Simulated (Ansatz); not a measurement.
H2O on a (101) slab of Bi (R-3m (No. 166)), 4 planes, outer planes Bi (top) and Bi (bottom), 1 a cell of 74.4 Å², relaxed and still whole (its atoms last):

```
Bi O H
1.0
     9.06518    0.00000    0.00000
    -4.53259    8.20233    0.00000
     0.00000    0.00000   23.89244
Bi O H
16 1 2
Cartesian
  2.2663 3.8728 8.0000
  0.0000 7.9739 8.0000
  6.7989 3.8728 8.0000
  4.5326 7.9739 8.0000
  4.5326 2.7331 9.7642
  2.2663 6.8343 9.7642
  0.0000 2.7331 9.7642
  -2.2663 6.8343 9.7642
  4.5209 5.2524 12.0615
  6.7595 1.1383 12.0444
  -0.0021 5.2656 12.0710
  2.2753 1.1467 12.0754
  6.7903 3.8562 13.6121
  4.5032 7.9872 13.6122
  2.2600 3.8762 13.6484
  -0.0108 7.9704 13.6912
  7.1584 6.7597 15.9691
  7.0469 5.8178 15.7362
  6.2737 7.1415 15.8133
```

Method: Ansatz, DFT PBE+D3(BJ), scalar-relativistic, plane waves, PAW. Cutoff 420 eV; k points 3×3×1 on the computed 19-atom cell (Γ-centred); Gaussian smearing, width 0.10 eV; no spin polarisation. A dipole correction removes the field between periodic images along c.

It binds with 0.24 eV a molecule against the clean slab and the free molecule (no zero-point or thermal terms); its shortest contact is H–Bi 2.90 Å. Take first-order desorption with no barrier to adsorption, no reaction on the face and an assumed prefactor of 10^13 s⁻¹.

Problem. How long does a molecule stay at 573 K?

Solution. τ = ν⁻¹·exp(E/k_BT) with k_BT = 0.0494 eV: E/k_BT = 4.9, so τ ≈ 1×10^-11 s. At about one hit a site a second (10⁻⁶ mbar) the coverage is near τ × 1 s⁻¹, so a layer needs more than atmospheric pressure.

Problem. Where does its peak lie in a desorption experiment heated at 2 K/s?

Solution. The peak obeys E/(k_B·T_p²) = (ν/β)·exp(−E/k_BT_p). Solving gives T_p ≈ 92 K (E/k_BT_p = 30.3). An error of 0.1 eV in E moves it by about 38 K, and larger molecules have larger prefactors, which lowers it.

Problem. Is this physisorption or chemisorption?

Solution. The tightest contact, O–Bi 3.20 Å, is 1.50 times the sum of covalent radii, and deformation and lateral interaction add up to +0.01 eV; under 0.01 e cross the plane between them. This is physisorption.

The clean reference is an ideal cut relaxed in this small cell. Real faces with dangling bonds reconstruct or are passivated, and a lower clean face would weaken the binding, shorten τ and lower T_p.